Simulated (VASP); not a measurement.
# BN (F-43m) in VASP: notebook, part 4 of 4

VASP 6.6.1. The steps go on from the part before.

## Step 6: Born charges and dielectric tensor, PBEsol

Contents of INCAR:

```
SYSTEM = BN
  PREC = Accurate
  ENCUT = 520
  EDIFF = 1E-8
  ISMEAR = -1
  SIGMA = 0.05
  LREAL = .FALSE.
  LASPH = .TRUE.
  NELM = 60
  ALGO = Normal
  ISIF = 2
  LWAVE = .FALSE.
  LCHARG = .FALSE.
  GGA = PS
  LEPSILON = .TRUE.
  IBRION = 8
```

Contents of KPOINTS:

```
Automatic mesh
0
G
  13 13 13
  0 0 0
```

Contents of POSCAR:

```
BN
1.0
    0.0000000000      1.8130010000      1.8130010000
    1.8130010000      0.0000000000      1.8130010000
    1.8130010000      1.8130010000      0.0000000000
N B
1 1
Direct
    0.2500000000      0.2500000000      0.2500000000
    0.0000000000      0.0000000000      0.0000000000
```

Potentials or basis: VASP PAW PBE potentials, release 64 (N, B).

Run with:

```console
cat potpaw_PBE.64/N/POTCAR potpaw_PBE.64/B/POTCAR > POTCAR
mpirun -np 1 vasp_std > vasp.out
```

OUTCAR:

```text
SYSTEM = BN
   PREC = Accurate
   ENCUT = 520
   EDIFF = 1E-8
   ISMEAR = -1
   LREAL = .FALSE.
   LASPH = .TRUE.
   NELM = 60
   ISIF = 2
   GGA = PS
   LEPSILON = .TRUE.
   IBRION = 8

 ion  position               nearest neighbor table
   1  0.250  0.250  0.250-   2 1.57   2 1.57   2 1.57   2 1.57
   2  0.000  0.000  0.000-   1 1.57   1 1.57   1 1.57   1 1.57

  LATTYP: Found a face centered cubic cell.
 ALAT       =     3.6260020000

  Lattice vectors:

 A1 = (   0.0000000000,   1.8130010000,   1.8130010000)
 A2 = (   1.8130010000,   0.0000000000,   1.8130010000)
 A3 = (   1.8130010000,   1.8130010000,   0.0000000000)

Analysis of symmetry for initial positions (statically):
=====================================================================
 Subroutine PRICEL returns:
 Original cell was already a primitive cell.

 Routine SETGRP: Setting up the symmetry group for a
 face centered cubic supercell.

 Subroutine GETGRP returns: Found 24 space group operations
 (whereof 24 operations were pure point group operations)
 out of a pool of 48 trial point group operations.

The static configuration has the point symmetry T_d .

Analysis of symmetry for dynamics (positions and initial velocities):
=====================================================================
 Subroutine PRICEL returns:
 Original cell was already a primitive cell.

 Routine SETGRP: Setting up the symmetry group for a
 face centered cubic supercell.

 Subroutine GETGRP returns: Found 24 space group operations
 (whereof 24 operations were pure point group operations)
[... 522 lines left out ...]
          XX          YY          ZZ          XY          YZ          ZX
  --------------------------------------------------------------------------------
  x    -0.00000     0.00000     0.00000     0.00000    -1.02970     0.00000
  y    -0.00000     0.00000    -0.00000     0.00000     0.00000    -1.02970
  z     0.00000    -0.00000    -0.00000    -1.02970     0.00000     0.00000

 BORN EFFECTIVE CHARGES (including local field effects) (in |e|, cummulative output)
 ---------------------------------------------------------------------------------
 ion    1
    1    -1.90702    -0.00000     0.00000
    2     0.00000    -1.90702     0.00000
    3     0.00000     0.00000    -1.90702
 ion    2
    1     1.90702     0.00000     0.00000
    2    -0.00000     1.90702     0.00000
    3     0.00000    -0.00000     1.90702

 INTERNAL STRAIN TENSOR FOR ION    2 for displacements in x,y,z  (eV/Angst):
          X           Y           Z          XY          YZ          ZX
  --------------------------------------------------------------------------------
  x    -0.00000     0.00000     0.00000     0.00000     1.62994     0.00000
  y    -0.00000     0.00000    -0.00000     0.00000     0.00000     1.62994
  z     0.00000     0.00000    -0.00000     1.62994     0.00000     0.00000

 SECOND DERIVATIVES (NOT SYMMETRIZED)
 ------------------------------------
               1X          1Y          1Z          2X          2Y          2Z
  1X   -23.729418    0.000000    0.000000   23.729418    0.000000    0.000000
  1Y     0.000000  -23.729418    0.000000    0.000000   23.729418    0.000000
  1Z     0.000000    0.000000  -23.729418    0.000000    0.000000   23.729418
  2X    23.727361    0.000000    0.000000  -23.727361    0.000000    0.000000
  2Y     0.000000   23.727361    0.000000    0.000000  -23.727361    0.000000
  2Z     0.000000    0.000000   23.727361    0.000000    0.000000  -23.727361

 Eigenvectors and eigenvalues of the dynamical matrix
 ----------------------------------------------------

   1 f  =   30.832027 THz   193.723336 2PiTHz 1028.445702 cm-1   127.510959 meV
             X         Y         Z           dx          dy          dz
      0.906501  0.906501  0.906501     0.000000    0.660104   -0.000000
      0.000000  0.000000  0.000000    -0.000000   -0.751174   -0.000000
[... 21 lines left out ...]
   6 f/i=    0.000663 THz     0.004164 2PiTHz    0.022105 cm-1     0.002741 meV
             X         Y         Z           dx          dy          dz
      0.906501  0.906501  0.906501    -0.004055    0.013843   -0.751035
      0.000000  0.000000  0.000000    -0.003564    0.012165   -0.659983

--------------------------------------------------------------------------------------------------------

 MACROSCOPIC STATIC DIELECTRIC TENSOR IONIC CONTRIBUTION
 ------------------------------------------------------
           2.326934     0.000000    -0.000000
           0.000000     2.326934    -0.000000
          -0.000000    -0.000000     2.326934
 ------------------------------------------------------

 ELASTIC MODULI CONTR FROM IONIC RELAXATION (kBar)
 Direction    XX          YY          ZZ          XY          YZ          ZX
 --------------------------------------------------------------------------------
 XX          -0.0000      0.0000      0.0000     -0.0000      0.0000      0.0000
 YY           0.0000     -0.0000      0.0000     -0.0000     -0.0000      0.0000
 ZZ           0.0000      0.0000     -0.0000      0.0000     -0.0000      0.0000
 XY          -0.0000     -0.0000      0.0000    -16.4773      0.0000      0.0000
 YZ           0.0000     -0.0000     -0.0000      0.0000    -16.4773      0.0000
 ZX           0.0000      0.0000      0.0000      0.0000      0.0000    -16.4773
 --------------------------------------------------------------------------------

 PIEZOELECTRIC TENSOR IONIC CONTR  for field in x, y, z        (C/m^2)
          XX          YY          ZZ          XY          YZ          ZX
  --------------------------------------------------------------------------------
  x    -0.00000     0.00000     0.00000     0.00000     0.18425     0.00000
  y    -0.00000    -0.00000    -0.00000     0.00000    -0.00000     0.18425
  z     0.00000     0.00000    -0.00000     0.18425     0.00000    -0.00000
```

stdout:

```text
POSCAR found type information on POSCAR N B
 POSCAR found :  2 types and       2 ions
 scaLAPACK will be used
 -----------------------------------------------------------------------------
|                                                                             |
|                                                                             |
[... 39 lines left out ...]
 first order change of Fermi-energy   0.18309E-03
 force on displaced ion       1 direction 1 : -23.729  -0.000  -0.000
 Born effective charge ion    1 direction 1 :  -1.907   0.000   0.000
 Linear response progress:
 first order change of Fermi-energy   0.37546E-04
 force on displaced ion       2 direction 1 : -23.727  -0.000  -0.000
 Born effective charge ion    2 direction 1 :   1.908   0.000   0.000
 Born effective charges drift removed
 Linear response finished
```

It took 2.3 min on 1 thread of AMD EPYC 9R45 (Zen 5), shared host; peak memory 0.16 GiB.

Results:

```
Band gap on the k mesh                                  : 4.34 eV, indirect (least direct gap 8.72 eV)
Electronic dielectric tensor (diagonal)                 : 4.65
Born charges (mean of the diagonal)                     : N -1.91; B +1.91 e
Highest phonon frequency at Γ, LO-TO splitting left out : 1028 cm⁻¹
```

Levels at points of the mesh, in eV from the valence-band top:
| k point | band 1 | band 2 | band 3 | band 4 | band 5 | band 6 | band 7 | band 8 |
| --- | --- | --- | --- | --- | --- | --- | --- | --- |
| (0.00, 0.00, 0.00) | -20.15 | 0.00 | 0.00 | 0.00 | 8.72 | 8.72 | 8.72 | 10.12 |

Phonon frequencies in cm⁻¹ (negative: imaginary):
| q point | frequencies |
| --- | --- |
| (0.000, 0.000, 0.000) | 0 0 0 1028 1028 1028 |

Electronic dielectric tensor:
```
4.65 0.00 0.00
0.00 4.65 0.00
0.00 0.00 4.65
```

Born effective charge tensors (e):
atom 1, N
```
-1.91  0.00  0.00
 0.00 -1.91  0.00
 0.00  0.00 -1.91
```
atom 2, B
```
1.91 0.00 0.00
0.00 1.91 0.00
0.00 0.00 1.91
```

Caveat: an odd mesh through Γ misses points on the zone boundary, where band edges often lie.

## Step 7: Summary

```tsv
task	level	potentials or basis	k mesh	cutoff (eV)	smearing	grid for exact exchange (PRECFOCK)	ladder	GW scheme	GW iterations	cutoff of the response function	mesh quality	gap on the mesh (eV)
band structure	HSEsol	VASP PAW PBE potentials, release 64 (N, B)	7 × 7 × 7	520	fermi-dirac 0.05 eV	Fast	-	-	-	-	coarse	5.96
evGW0 quasiparticle levels	PBE	VASP PAW PBE potentials, release 64 (N_GW, B_GW)	6 × 6 × 6	500	gaussian 0.01 eV	-	gaps	evGW0	4	200	coarse	-
Born charges and dielectric tensor	PBEsol	VASP PAW PBE potentials, release 64 (N, B)	13 × 13 × 13	520	fermi-dirac 0.05 eV	-	-	-	-	-	not flagged	4.34
```

Alike in all rows: no spin polarisation; cell as given.

Caveats: some runs use coarse meshes; the mesh misses the band edges, which the band path finds closer together (some runs); bands, screening cutoff and mesh are small and nothing is extrapolated, so the quasiparticle values aren't converged (some runs); an odd mesh through Γ misses points on the zone boundary, where band edges often lie (some runs).

Absolute energies hang on the potentials; compare differences alone.

## Step 8: Against experiment

Step 6. The gap isn't set beside the measured one, since this odd mesh misses points on the zone boundary.
